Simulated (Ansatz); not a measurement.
**PtSe$_{2}$: energy along a strain**

PtSe$_{2}$, P-3m1, a = 3.724 Å, c = 5.062 Å (as given, not relaxed at this level: 4.9 GPa, forces to 0.36 eV/Å). Ansatz: r2SCAN, PAW, 500 eV, Γ-centred 12×12×10 mesh on 3 atoms, Gaussian smearing 0.15 eV; no spin polarisation. Cell vectors (Å): 3.724 0.000 0.000; -1.862 3.225 0.000; 0.000 0.000 5.062. The cell is strained by x per cent times the pattern (0 0 0 0 1 0) in the order xx yy zz yz xz xy (engineering shears), with fractional coordinates held. y is the free energy over the start, V0 = 20.265 Å³/atom. Symmetry makes y even in x.

```tsv
x (%)	y (meV/atom)
-4.00	9.91
-2.00	2.47
0.00	0.00
0.50	0.15
1.00	0.62
1.50	1.39
2.50	3.87
3.00	?
3.50	7.59
```

Q: Fit y = c2 x² + c4 x⁴ to the other rows, get the stiffness along the pattern, and predict the missing energy.

A: Least squares on the rows shown. y = 0.6185 x² + 6.385×10⁻⁵ x⁴. The clamped-ion stiffness p·C·p = 2 × 6.185 eV × 160.2 / 20.265 Å³ = 98 GPa, which is C55 in these axes (second derivative at the start, which stands under stress). At x = 3.00 the fit asked for gives 5.57 meV/atom. The run gave 5.57 meV/atom, the same to the digits shown.

Spin–orbit coupling is left out, which can shift energies with elements as heavy as these.